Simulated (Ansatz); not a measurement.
# Ni (Im-3m) in Ansatz: settings compared

One crystal, Ni, is run at these levels: BLYP, r2SCAN; tasks: band structure.

Program: Ansatz 0.2.0. These are calculated values, not measurements. Logs are shortened: lines on timing, memory, paths and dates and some standing lists are left out, and cuts for length are marked.

### Step 1. The structure

The structure is cubic, space group Im-3m (No. 229). Conventional cell: a = 2.767 Å, b = 2.767 Å, c = 2.767 Å, α = 90.00°, β = 90.00°, γ = 90.00°. Around Ni (site symmetry m-3m) lie 8 Ni at 2.40 Å.

This isn't the form of Ni at room conditions, which is fcc.

### Step 2. Band structure, BLYP, collinear spin, ferromagnetic start

Contents of input.yaml:

```yaml
crystal:
  lattice:
    - [-1.38371547, 1.38371547, 1.38371547]
    - [1.38371547, -1.38371547, 1.38371547]
    - [1.38371547, 1.38371547, -1.38371547]
  atoms:
    - { symbol: Ni, position: [0.0, 0.0, 0.0], spin: 1.0 }
hamiltonian:
  xc: blyp
  pseudopotentials: { kind: paw }
magnetization:
  spin_polarized: true
kpoints:
  mp_grid: { grid: [13, 13, 13] }
  band_path:
    path:
      - [[0.0, 0.0, 0.0], [0.5, -0.5, 0.5], [0.0, 0.0, 0.5], [0.0, 0.0, 0.0], [0.25, 0.25, 0.25], [0.5, -0.5, 0.5]]
      - [[0.25, 0.25, 0.25], [0.0, 0.0, 0.5]]
    npoints: 14
scf:
  occupations: { method: fermi_dirac, width: 0.05 }
  n_extra_bands: 6
output:
  forces: true
  stress: true
  eigenvalues: true
  fatbands: false
```

Potentials or basis: Ansatz PAW.

The run is started by

```bash
$ ansatz run input.yaml --threads 2 --pin off --max-ram 5632MiB --backend cpu --events-out ev --progress --plain --runs-dir out
```

Standard output:

```text
Warning: RAYON_NUM_THREADS=2 ignored (pool sized by the plan → 2); use --threads N
scf.n_extra_bands = 6 over 9 filled bands (N_el = 18.0): the run solves 15 bands
Engine: ansatz 0.2.0, aarch64-unknown-linux-gnu
Pseudopotentials: kind: paw
Pseudopotential: Ni, paw, valence charge 18, recommended cutoff 420 eV (normal), Ni.paw.azcp
Functional definition: BLYP
  parameter beta = 0.0042
  parameter a = 0.04918
  parameter b = 0.132
  parameter c = 0.2533
  parameter d = 0.349
  exchange = b88_x(beta = beta)
  correlation = lyp_c(a = a, b = b, c = c, d = d)
Crystal: 1 atoms, lattice volume = 10.597 Å³
Basis set: ecut = 420 eV, 201 PW (Γ), exchange–correlation on 36×36×36 points (8 copies of the dense FFT grid, shifted against one another)
Bands: 15, of which v1, the nominal top of the filled ones, is band 9 counted from 1 (8 counted from 0)
Symmetry: 48 space group operations
Space group: Im-3m (ITA 229), of the structure as read, at distance tolerance 2.2e-5 Å
Magnetic group: BNS 229.140 (UNI 1642), of the structure as read, at distance tolerance 2.2e-5 Å
k-points: 84 of 2197
Non-local potential: Ni, projectors of the file, l = 0: 3, l = 1: 2, l = 2: 3, l = 3: 1
PAW form: soft (Blöchl's): semilocal exchange-correlation on the pseudo side does not see the compensation charge
PAW frozen core: Ni, regenerated for the run's functional, and the local potential with it (the file was generated under x = pbe(κ = 0.804, μ = 0.2195149727645171), c = pbe(β = 0.06672455060314922))
PAW one-centre angular grid: Ni, 590 points (default); XC on 64 Gauss nodes
Initial density: superposition of atomic densities (chi_scale 0.1, normalization cell)
Starting moments: Σ|m| = 1 μB on 1 of 1 site
Initial wavefunctions: pseudopotential atomic-orbital guess
Functional: x = b88, c = lyp
iter 1 solved again at ethr=2.06e-3 eV; its pass at ethr=3.10e-3 eV (dr2=3.71e-1 eV) is discarded
SCF iter   1: F=—  HF=-5846.963466 eV  |F-HF|=—  |Δ(HF+E_count)|=         —  Δρ=5.98e-2 (↑5.98e-2 ↓2.52e-2)  dr2=3.78e-1  dr2_m=5.61e-2  M=0.713 μB ∫|m|=0.751 μB  β_m=0.30  ethr=2.06e-3  ⟨swp⟩=1.0  Hψ=16819  notcnv=0
Mixer restart at iter 1: flushing history
preconditioner: auto → none  [metal: Δε(μ)=0.022 eV  Ē_g=19.064 eV  σ=0.050 eV  W_gap=0.11  n_scr=0 (ndim 8)  ℏωp=36.1 eV  f_vac=0.000  D(μ)=2.59/eV (n_scr^D=54)]
SCF iter   2: F=—  HF=-5847.086657 eV  |F-HF|=—  |Δ(HF+E_count)|=   1.23e-1  Δρ=5.83e-2 (↑1.93e-2 ↓5.83e-2)  dr2=2.65e-1  dr2_m=5.87e-2  M=0.656 μB ∫|m|=0.700 μB  β_m=0.25  ethr=2.06e-3  ⟨swp⟩=2.4  Hψ=4263  notcnv=0
SCF iter   3: F=—  HF=-5847.289215 eV  |F-HF|=—  |Δ(HF+E_count)|=   2.03e-1  Δρ=3.51e-2 (↑1.26e-2 ↓3.51e-2)  dr2=3.73e-2  dr2_m=4.70e-2  M=0.653 μB ∫|m|=0.699 μB  β_m=0.08  ethr=1.47e-3  ⟨swp⟩=2.0  Hψ=4568  notcnv=0  defer=206
SCF iter   4: F=—  HF=-5847.445906 eV  |F-HF|=—  |Δ(HF+E_count)|=   1.57e-1  Δρ=2.38e-2 (↑1.67e-2 ↓2.38e-2)  dr2=3.05e-3  dr2_m=3.69e-2  M=0.650 μB ∫|m|=0.696 μB  β_m=0.12  ethr=2.07e-4  ⟨swp⟩=2.8  Hψ=3931  notcnv=0  defer=217
SCF iter   5: F=—  HF=-5847.774805 eV  |F-HF|=—  |Δ(HF+E_count)|=   3.29e-1  Δρ=1.36e-2 (↑1.33e-2 ↓1.36e-2)  dr2=1.35e-3  dr2_m=1.57e-2  M=0.637 μB ∫|m|=0.684 μB  β_m=0.32  ethr=1.70e-5  ⟨swp⟩=2.1  Hψ=4934  notcnv=0  defer=217
SCF iter   6: F=—  HF=-5848.142023 eV  |F-HF|=—  |Δ(HF+E_count)|=   3.67e-1  Δρ=4.68e-3 (↑3.95e-3 ↓4.68e-3)  dr2=9.38e-5  dr2_m=1.78e-3  M=0.565 μB ∫|m|=0.617 μB  β_m=0.24  ethr=7.49e-6  ⟨swp⟩=3.0  Hψ=5840  notcnv=0  defer=218
SCF iter   7: F=—  HF=-5848.146149 eV  |F-HF|=—  |Δ(HF+E_count)|=   4.13e-3  Δρ=3.93e-3 (↑3.93e-3 ↓3.44e-3)  dr2=2.09e-5  dr2_m=1.31e-3  M=0.555 μB ∫|m|=0.608 μB  β_m=0.30  ethr=5.21e-7  ⟨swp⟩=2.1  Hψ=5015  notcnv=0  defer=218
SCF iter   8: F=-5848.145809 eV  HF=-5848.146203 eV  |F-HF|=3.94e-4  |Δ(HF+E_count)|=   5.36e-5  Δρ=6.48e-3 (↑2.90e-3 ↓6.48e-3)  dr2=9.52e-4  dr2_m=2.08e-3  M=0.538 μB ∫|m|=0.587 μB  β_m=0.30  ethr=1.16e-7  ⟨swp⟩=2.7  Hψ=4845  notcnv=0  defer=218
SCF iter   9: F=-5848.146340 eV  HF=-5848.146271 eV  |F-HF|=6.89e-5  |Δ(HF+E_count)|=   6.83e-5  Δρ=3.69e-4 (↑3.69e-4 ↓3.00e-4)  dr2=1.07e-5  dr2_m=4.21e-6  M=0.549 μB ∫|m|=0.599 μB  β_m=0.65  ethr=1.16e-7  ⟨swp⟩=2.4  Hψ=4726  notcnv=0  defer=218
SCF iter  10: F=-5848.146347 eV  HF=-5848.146334 eV  |F-HF|=1.34e-5  |Δ(HF+E_count)|=   6.29e-5  Δρ=3.54e-4 (↑1.31e-4 ↓3.54e-4)  dr2=4.70e-6  dr2_m=4.96e-6  M=0.548 μB ∫|m|=0.599 μB  β_m=0.83  ethr=5.95e-8  ⟨swp⟩=2.2  Hψ=3222  notcnv=0  defer=218
SCF iter  11: F=-5848.146349 eV  HF=-5848.146350 eV  |F-HF|=5.86e-7  |Δ(HF+E_count)|=   1.63e-5  Δρ=9.54e-5 (↑9.32e-5 ↓9.54e-5)  dr2=2.21e-6  dr2_m=4.50e-9  M=0.547 μB ∫|m|=0.597 μB  β_m=0.91  ethr=2.61e-8  ⟨swp⟩=2.1  Hψ=3687  notcnv=0  defer=218
SCF iter  12: F=-5848.146350 eV  HF=-5848.146351 eV  |F-HF|=1.09e-7  |Δ(HF+E_count)|=   6.57e-7  Δρ=3.07e-5 (↑2.91e-5 ↓3.07e-5)  dr2=2.22e-7  dr2_m=3.49e-10  M=0.547 μB ∫|m|=0.597 μB  β_m=0.96  ethr=1.23e-8  ⟨swp⟩=1.6  Hψ=2919  notcnv=0  defer=218
SCF iter  13: F=-5848.146351 eV  HF=-5848.146351 eV  |F-HF|=8.65e-9  |Δ(HF+E_count)|=   1.94e-8  Δρ=7.30e-6 (↑7.03e-6 ↓7.30e-6)  dr2=1.26e-8  dr2_m=1.32e-11  M=0.547 μB ∫|m|=0.597 μB  β_m=0.91  ethr=1.23e-9  ⟨swp⟩=1.4  Hψ=2798  notcnv=0  defer=218
SCF iter  14: F=-5848.146351 eV  HF=-5848.146351 eV  |F-HF|=0.00e0  |Δ(HF+E_count)|=  5.82e-10  Δρ=1.59e-7 (↑1.59e-7 ↓6.22e-8)  dr2=1.50e-12  dr2_m=9.48e-13  M=0.547 μB ∫|m|=0.597 μB  ethr=6.98e-11  ⟨swp⟩=6.2  Hψ=9972  notcnv=0
SCF 1 converged in 14 iterations: F = -5848.146351 eV  dr2 = 1.50e-12
at 1 of the mixer's solves, the last at iteration 7, it left a direction of its history that read negative out of its fit and stepped the other way along it
NSCF: frozen V_eff on 86 k-points
SCF converged after 14 iterations
Magnetization: 0.5474 μB (9.2737 up, 8.7263 down)
Absolute magnetization: 0.5976 μB (∫|ρ↑−ρ↓|, with the PAW one-centre terms)
Spin contamination: 0.0048 ħ² per cell (⟨S²⟩ above its minimum at these occupations)
Per-site moments (μB) at R_I (Å): [(0.5705865189825351, 0.9886245176193575)]
Free energy (F): -5848.146351 eV
Harris-Foulkes:  -5848.146351 eV  (|F-HF|=0.00e0)
Internal energy: -5848.132438 eV  (E = F + TS)
E sigma→0 (E₀):  -5848.139394 eV
Entropy (-TS):   -0.013913 eV (-13.913 meV/atom)
Fermi energy:    19.060023 eV
--- Per-component energies (eV) ---
  E_band       = -263.823298
  E_kinetic    = 284.252120
  E_local      = -3397.123622  (includes V_loc(G=0)·N_el)
  E_nonlocal   = 632.665144
  E_hartree    = 1425.094015
  E_xc         = -83.451564
  E_vxc        = -107.443265  (∫ρ·V_xc dr)
  E_paw        = -1641.964424  (= ΣΔE_a)
  E_vpaw       = -526.362389  (= ΣTr[D̂ρ^β])
  E_aug_tail   = 0.000595  (compensation charges beyond the density's cutoff)
  E_ewald      = -3067.608538
  E_core_change = 0.003837  (= ΣΔE_core)
  E_smearing   = -0.013913  (= −TS)
  E_closure    = 0.000000  (closes the sum)
  Σ components = -5848.146351   (vs F -5848.146351, Δ=0.00e0)
--- Forces (eV/Å), atoms counted from 1 ---
  atom   1  Ni     0.00000000     0.00000000     0.00000000
  max |Σ_I F_I| component: 7.91e-32 eV/Å
--- Stress (GPa, compression-positive) ---
       17.742969      -0.000000      -0.000000
        0.000000      17.742969       0.000000
        0.000000       0.000000      17.742969
  P = ⅓ Tr σ = 17.7430 GPa (177.430 kbar)
--- Band table (eV; the first three rows and the last of 168) ---
  k-point 0 ↑: bands = ["-84.1220", "-44.4670", "-44.4670", "-44.4670", "10.0719", "16.7116", "16.7116", "16.7116", "18.1867", "18.1867", "45.9390", "45.9390", "45.9390", "50.8124", "50.8124"]
  k-point 1 ↑: bands = ["-84.1196", "-44.4815", "-44.4720", "-44.4669", "10.3219", "16.6541", "16.7080", "16.8282", "18.1292", "18.1914", "44.0115", "45.4453", "45.5950", "49.0383", "49.3814"]
  k-point 2 ↑: bands = ["-84.1129", "-44.5215", "-44.4859", "-44.4667", "11.0483", "16.4967", "16.6797", "17.1611", "18.0133", "18.2069", "40.2197", "43.8521", "44.9053", "46.2921", "48.0294"]
  k-point 83 ↓: bands = ["-83.3352", "-43.9632", "-43.9610", "-43.9610", "15.1176", "15.1270", "19.4971", "19.4971", "19.5619", "28.1750", "29.3175", "29.3175", "35.4367", "36.0352", "39.5222"]
```

Wall time 2.4 s (2 threads of Arm Neoverse V2, shared host); peak memory 0.29 GiB.

Results:

```yaml
Free_energy: -5848.1464 eV
Pressure: 17.7 GPa
Band_gap_on_the_k_mesh: none (metal or under the smearing width)
Net_moment: 0.55 μB per cell
Absolute_moment: 0.60 μB per cell
Site_moments: Ni +0.57 μB
```

Levels at the corners of the path, in eV from the Fermi level:
Spin up:
| point | band 6 | band 7 | band 8 | band 9 | band 10 | band 11 | band 12 | band 13 |
| --- | --- | --- | --- | --- | --- | --- | --- | --- |
| Γ | -2.35 | -2.35 | -2.35 | -0.87 | -0.87 | 26.88 | 26.88 | 26.88 |
| H | -4.30 | -0.21 | -0.21 | -0.21 | 9.98 | 9.98 | 9.98 | 16.20 |
| N | -3.30 | -0.96 | -0.72 | 0.02 | 0.41 | 6.70 | 19.49 | 20.30 |
| Γ | -2.35 | -2.35 | -2.35 | -0.87 | -0.87 | 26.88 | 26.88 | 26.88 |
| P | -3.21 | -3.21 | -0.68 | -0.68 | 8.53 | 8.53 | 8.53 | 10.10 |
| H | -4.30 | -0.21 | -0.21 | -0.21 | 9.98 | 9.98 | 9.98 | 16.20 |
| P | -3.21 | -3.21 | -0.68 | -0.68 | 8.53 | 8.53 | 8.53 | 10.10 |
| N | -3.30 | -0.96 | -0.72 | 0.02 | 0.41 | 6.70 | 19.49 | 20.30 |
Spin down:
```tsv
point	band 5	band 6	band 7	band 8	band 9	band 10	band 11	band 12	band 13	band 14
Γ	-8.98	-1.69	-1.69	-1.69	-0.41	-0.41	26.82	26.82	26.82	31.73
H	-3.98	-3.98	0.53	0.53	0.53	10.02	10.02	10.02	16.33	16.33
N	-4.37	-2.70	-0.42	-0.24	0.40	0.78	7.06	19.47	20.41	24.38
Γ	-8.98	-1.69	-1.69	-1.69	-0.41	-0.41	26.82	26.82	26.82	31.73
P	-2.70	-2.70	-2.70	-0.21	-0.21	8.77	8.77	8.77	10.23	41.24
H	-3.98	-3.98	0.53	0.53	0.53	10.02	10.02	10.02	16.33	16.33
P	-2.70	-2.70	-2.70	-0.21	-0.21	8.77	8.77	8.77	10.23	41.24
N	-4.37	-2.70	-0.42	-0.24	0.40	0.78	7.06	19.47	20.41	24.38
```

Caveat: so large a pressure means that the cell lies far from this level's equilibrium, or that cutoff or potentials fall short; the PAW data sets come from PBE, with cores solved anew for the run's functional, which leaves a small shift of forces and pressure.

### Step 3. Band structure, r2SCAN, collinear spin, ferromagnetic start

Changes to input.yaml since step 2:

```diff
@@ -8,3 +8,3 @@
 hamiltonian:
-  xc: blyp
+  xc: r2scan
   pseudopotentials: { kind: paw }
```

Potentials or basis: Ansatz PAW.

The run is started by

```bash
$ ansatz run input.yaml --threads 2 --pin off --max-ram 5632MiB --backend cpu --events-out ev --progress --plain --runs-dir out
```

Wall time 4.4 s (2 threads of Arm Neoverse V2, shared host); peak memory 0.3 GiB.

It converged, with:

* Free energy: -5845.1764 eV
* Pressure: -0.3 GPa
* Band gap on the k mesh: none (metal or under the smearing width)
* Net moment: 0.65 μB per cell
* Absolute moment: 0.78 μB per cell
* Site moments: Ni +0.71 μB

Levels at the corners of the path, in eV from the Fermi level:
Spin up:
| point | band 7 | band 8 | band 9 | band 10 | band 11 | band 12 |
| --- | --- | --- | --- | --- | --- | --- |
| Γ | -2.74 | -2.74 | -1.19 | -1.19 | 27.49 | 27.49 |
| H | -0.62 | -0.62 | -0.62 | 10.32 | 10.32 | 10.32 |
| N | -1.29 | -1.03 | -0.39 | 0.14 | 6.77 | 19.97 |
| Γ | -2.74 | -2.74 | -1.19 | -1.19 | 27.49 | 27.49 |
| P | -3.62 | -0.99 | -0.99 | 8.47 | 8.47 | 8.47 |
| H | -0.62 | -0.62 | -0.62 | 10.32 | 10.32 | 10.32 |
| P | -3.62 | -0.99 | -0.99 | 8.47 | 8.47 | 8.47 |
| N | -1.29 | -1.03 | -0.39 | 0.14 | 6.77 | 19.97 |
Spin down:
```tsv
point	band 5	band 6	band 7	band 8	band 9	band 10	band 11	band 12	band 13	band 14
Γ	-9.70	-1.57	-1.57	-1.57	-0.50	-0.50	27.35	27.35	27.35	32.59
H	-4.29	-4.29	0.72	0.72	0.72	10.29	10.29	10.29	16.28	16.28
N	-4.60	-2.65	-0.42	-0.31	-0.05	0.97	7.34	19.87	21.40	24.90
Γ	-9.70	-1.57	-1.57	-1.57	-0.50	-0.50	27.35	27.35	27.35	32.59
P	-2.79	-2.79	-2.79	-0.28	-0.28	8.81	8.81	8.81	11.03	42.55
H	-4.29	-4.29	0.72	0.72	0.72	10.29	10.29	10.29	16.28	16.28
P	-2.79	-2.79	-2.79	-0.28	-0.28	8.81	8.81	8.81	11.03	42.55
N	-4.60	-2.65	-0.42	-0.31	-0.05	0.97	7.34	19.87	21.40	24.90
```

Caveat: the magnetic or orbital state may not be the lowest; the PAW data sets come from PBE, with cores solved anew for the run's functional, which leaves a small shift of forces and pressure.
